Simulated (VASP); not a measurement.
# PbO (P4/nmm) in VASP: notebook, part 2 of 2

VASP 6.6.1. Earlier steps stand in the parts before.

### 4 Single point, HSE06

The input, POSCAR:

```
PbO
1.0
    3.9900000000      0.0000000000      0.0000000000
    0.0000000000      3.9900000000      0.0000000000
    0.0000000000      0.0000000000      5.0100000000
Pb O
2 2
Direct
    0.0000000000      0.5000000000      0.2400000000
    0.5000000000      0.0000000000      0.7600000000
    0.0000000000      0.0000000000      0.0000000000
    0.5000000000      0.5000000000      0.0000000000
```

The input, INCAR.step1:

```
  ALGO = Normal
  EDIFF = 1E-5
  ENCUT = 520
  GGA = PE
  ISIF = 2
  ISMEAR = -1
  KPAR = 4
  LASPH = True
  LCHARG = False
  LREAL = False
  LWAVE = True
  NBANDS = 28
  NELM = 60
  PREC = Accurate
  SIGMA = 0.05
```

The input, INCAR.step2:

```
  ALGO = Normal
  EDIFF = 1E-6
  ENCUT = 520
  GGA = PE
  HFSCREEN = 0.2
  ISIF = 2
  ISMEAR = -1
  ISTART = 1
  KPAR = 4
  LASPH = True
  LCHARG = False
  LHFCALC = True
  LREAL = False
  LWAVE = False
  NBANDS = 28
  NELM = 60
  PREC = Accurate
  PRECFOCK = Fast
  SIGMA = 0.05
```

The input, KPOINTS:

```
k-points
0
Gamma
  6 6 4
```

Potentials or basis: VASP PAW PBE potentials, release 64 (Pb_d, O).

Run with:

```console
$ cat potpaw_PBE.64/Pb_d/POTCAR potpaw_PBE.64/O/POTCAR > POTCAR
$ cp INCAR.step1 INCAR
$ mpirun -np 4 vasp_std > vasp.out
$ cp INCAR.step2 INCAR
$ mpirun -np 4 vasp_std > vasp.out
```

OUTCAR:

```text
EDIFF = 1E-6
   ENCUT = 520
   GGA = PE
   HFSCREEN = 0.2
   ISIF = 2
   ISMEAR = -1
   ISTART = 1
   LASPH = True
   LHFCALC = True
   LREAL = False
   NELM = 60
   PREC = Accurate
   PRECFOCK = Fast

 ion  position               nearest neighbor table
   1  0.000  0.500  0.240-   3 2.33   4 2.33   3 2.33   4 2.33   2 3.71   2 3.71   2 3.71   2 3.71
                             2 3.84   2 3.84   2 3.84   2 3.84
   2  0.500  0.000  0.760-   3 2.33   4 2.33   4 2.33   3 2.33   1 3.71   1 3.71   1 3.71   1 3.71
                             1 3.84   1 3.84   1 3.84   1 3.84
   3  0.000  0.000  0.000-   1 2.33   2 2.33   1 2.33   2 2.33
   4  0.500  0.500  0.000-   1 2.33   2 2.33   2 2.33   1 2.33

  LATTYP: Found a simple tetragonal cell.
 ALAT       =     3.9900000000
 C/A-ratio  =     1.2556390977

  Lattice vectors:

 A1 = (   3.9900000000,   0.0000000000,   0.0000000000)
 A2 = (   0.0000000000,   3.9900000000,   0.0000000000)
 A3 = (   0.0000000000,   0.0000000000,   5.0100000000)

Analysis of symmetry for initial positions (statically):
=====================================================================
 Subroutine PRICEL returns:
 Original cell was already a primitive cell.

 Routine SETGRP: Setting up the symmetry group for a
 simple tetragonal supercell.

 Subroutine GETGRP returns: Found 16 space group operations
 (whereof  8 operations were pure point group operations)
 out of a pool of 16 trial point group operations.

The static configuration has the point symmetry D_2d.
 The point group associated with its full space group is D_4h.

Analysis of symmetry for dynamics (positions and initial velocities):
=====================================================================
 Subroutine PRICEL returns:
 Original cell was already a primitive cell.

 Routine SETGRP: Setting up the symmetry group for a
 simple tetragonal supercell.

 Subroutine GETGRP returns: Found 16 space group operations
[... 135 lines left out ...]
   PRECFOCK=fast      Normal, Fast or Accurate (Low or Medium for compatibility)
   ENCUT4O =  -1.0   cutoff for four orbital integrals eV
   NKREDX  =     1    reduce k-point grid by
   NKREDY  =     1    reduce k-point grid by
   NKREDZ  =     1    reduce k-point grid by
   AEXX    =    0.2500 exact exchange contribution
   HFSCREEN=    0.2000 screening length (either q_TF or 0.3 A-1)
   HFSCREENC=   0.2000 screening length for correlation (either q_TF or 0.3 A-1)
   ENCUTFOCK=  -1.0 apply spherical cutoff to Coloumb kernel
   IVDW    =     0    specifies the selected vdW correction
   LEPSILON=     F    determine dielectric tensor
   LRPA    =     F    only Hartree local field effects (RPA)
 non-spin polarized calculation
  energy-cutoff  :      520.00
  volume of cell :       79.76
 maximum number of plane-waves:      2179
 NGX is ok and might be reduce to    30
  NGX = 16; NGY = 16; NGZ = 20

 number of electron      39.9999999 magnetization

 Free energy of the ion-electron system (eV)
  ---------------------------------------------------
  ext. energy  EPLUGINS =         0.00000000
  ---------------------------------------------------
  free energy    TOTEN  =       -26.52154044 eV

  energy without entropy =      -26.52154044  energy(sigma->0) =      -26.52154044

 E-fermi :   5.4699     XC(G=0):  -8.1101

 val. band max:        4.5541049477   @ k =   0.0000   0.0000   0.0000
 cond. band min:       6.3843573367   @ k =   0.5000   0.5000   0.0000
 fundamental gap:      1.8302523891
 Fermi energy:         5.4699285001

 k-point     1 :       0.0000    0.0000    0.0000
  band No.  band energies     occupation
      1     -15.7898      2.00000
      2     -15.1551      2.00000
      3     -13.0225      2.00000
      4     -13.0225      2.00000
      5     -12.9606      2.00000
      6     -12.9468      2.00000
[... 733 lines left out ...]
     27      14.9343      0.00000
     28      14.9343      0.00000

 [... further k-points ...]

------------------------ aborting loop because EDIFF is reached ----------------------------------------

  FORCE on cell =-STRESS in cart. coord.  units (eV):
  Direction    XX          YY          ZZ          XY          YZ          ZX
  --------------------------------------------------------------------------------------
  -------------------------------------------------------------------------------------
  Total       -0.3316664     -0.3316664     -0.4190842      0.0000000     -0.0000000      0.0000000
  in kB       -6.6623669     -6.6623669     -8.4183775      0.0000000     -0.0000000      0.0000000
  external PRESSURE =      -7.2477037 kB  Pullay stress =       0.0000000 kB

 VOLUME and BASIS-vectors are now :
 -----------------------------------------------------------------------------
  energy-cutoff  :      520.00
  volume of cell :       79.76
      direct lattice vectors                 reciprocal lattice vectors
     3.990000000  0.000000000  0.000000000     0.250626566  0.000000000  0.000000000
     0.000000000  3.990000000  0.000000000     0.000000000  0.250626566  0.000000000
     0.000000000  0.000000000  5.010000000     0.000000000  0.000000000  0.199600798

 POSITION                                       TOTAL-FORCE (eV/Angst)
 -----------------------------------------------------------------------------------
      0.00000      1.99500      1.20240         0.000000      0.000000     -0.590402
      1.99500      0.00000      3.80760        -0.000000      0.000000      0.590402
      0.00000      0.00000      0.00000        -0.000000      0.000000      0.000000
      1.99500      1.99500      0.00000         0.000000      0.000000      0.000000
 -----------------------------------------------------------------------------------
    total drift:                               -0.000001      0.000000      0.000002

  FREE ENERGIE OF THE ION-ELECTRON SYSTEM (eV)
  ---------------------------------------------------
  free  energy   TOTEN  =       -26.5215404430 eV

  energy  without entropy=      -26.5215404423  energy(sigma->0) =      -26.52154044
```

OSZICAR.step1:

```text
N       E                     dE             d eps       ncg     rms          rms(c)
DAV:   1     0.469805383807E+03    0.46981E+03   -0.19630E+04  1680   0.170E+03
DAV:   2     0.381240029155E+02   -0.43168E+03   -0.41350E+03  1716   0.455E+02
DAV:   3    -0.232653429819E+02   -0.61389E+02   -0.60042E+02  2156   0.183E+02
DAV:   4    -0.260194298062E+02   -0.27541E+01   -0.27443E+01  1944   0.409E+01
DAV:   5    -0.261011810910E+02   -0.81751E-01   -0.81746E-01  1904   0.762E+00    0.124E+01
DAV:   6    -0.216391894817E+02    0.44620E+01   -0.24352E+01  2480   0.393E+01    0.547E+00
DAV:   7    -0.214665358835E+02    0.17265E+00   -0.29329E+00  2064   0.122E+01    0.248E+00
DAV:   8    -0.214450295158E+02    0.21506E-01   -0.50397E-01  1820   0.463E+00    0.781E-01
DAV:   9    -0.214361073393E+02    0.89222E-02   -0.53671E-02  2708   0.186E+00    0.273E-01
DAV:  10    -0.214373164622E+02   -0.12091E-02   -0.11560E-02  1956   0.753E-01    0.931E-02
DAV:  11    -0.214371471954E+02    0.16927E-03   -0.22616E-03  2640   0.380E-01    0.637E-02
DAV:  12    -0.214371070478E+02    0.40148E-04   -0.31222E-04  2396   0.164E-01    0.217E-02
DAV:  13    -0.214371042779E+02    0.27699E-05   -0.49493E-05  1728   0.452E-02
   1 F= -.21437104E+02 E0= -.21437104E+02  d E =-.454828E-06
```

Run time: 45 min. Hardware: 4 MPI ranks of Intel Xeon Platinum 8375C at 2.90GHz (Ice Lake), shared host; peak memory 0.35 GiB.

Results:

```
Free energy            : -26.5215 eV
Pressure               : -0.7 GPa
Largest force          : 0.590 eV/Å
Band gap on the k mesh : 1.83 eV, indirect (least direct gap 3.23 eV)
```

Forces in eV/Å, atoms in the order of the input:
```
Pb   0.000  0.000 -0.590
Pb   0.000  0.000  0.590
O    0.000  0.000  0.000
O    0.000  0.000  0.000
```

Levels at points of the mesh, in eV from the valence-band top:
```
           k point  band 18  band 19  band 20  band 21  band 22  band 23
(0.00, 0.00, 0.00)    -2.07    -2.07     0.00     3.29     6.53     6.53
(0.50, 0.00, 0.00)    -3.51    -1.91    -1.91     4.25     4.25     7.73
(0.50, 0.50, 0.00)    -1.84    -1.40    -1.40     1.83     1.83     6.16
(0.00, 0.00, 0.50)    -2.09    -2.09    -1.23     2.89     4.81     4.81
(0.50, 0.00, 0.50)    -3.48    -1.21    -1.21     3.90     3.90     7.29
(0.50, 0.50, 0.50)    -2.48    -1.40    -1.40     4.20     4.20     5.77
```

Caveat: the PAW data sets were made with another functional, which shifts forces and pressure a little; spin-orbit coupling is left out, which as a rule narrows the gap of such compounds by several tenths of an eV. A k mesh can miss the band edges.

### 5 The runs side by side

| level | potentials or basis | k mesh | grid for exact exchange (PRECFOCK) | screening parameter | gap on the mesh (eV) | pressure (GPa) | largest force (eV/Å) |
| --- | --- | --- | --- | --- | --- | --- | --- |
| LDA | VASP PAW LDA potentials, release 64 (Pb_d, O) | 8 × 8 × 6 | - | - | 1.09 | -3.4 | 0.54 |
| r2SCAN | VASP PAW PBE potentials, release 64 (Pb_d, O) | 8 × 8 × 6 | - | - | 1.46 | 0.2 | 0.29 |
| HSE06 | VASP PAW PBE potentials, release 64 (Pb_d, O) | 6 × 6 × 4 | Fast | 0.2 1/A | 1.83 | -0.7 | 0.59 |

Alike in all rows: task single point; no spin polarisation; cell as given; cutoff (eV) 520; smearing fermi-dirac 0.05 eV.

Caveats: spin-orbit coupling is left out, which as a rule narrows the gap of such compounds by several tenths of an eV; the PAW data sets were made with another functional, which shifts forces and pressure a little (some runs).

Absolute energies hang on the potentials; compare differences alone.
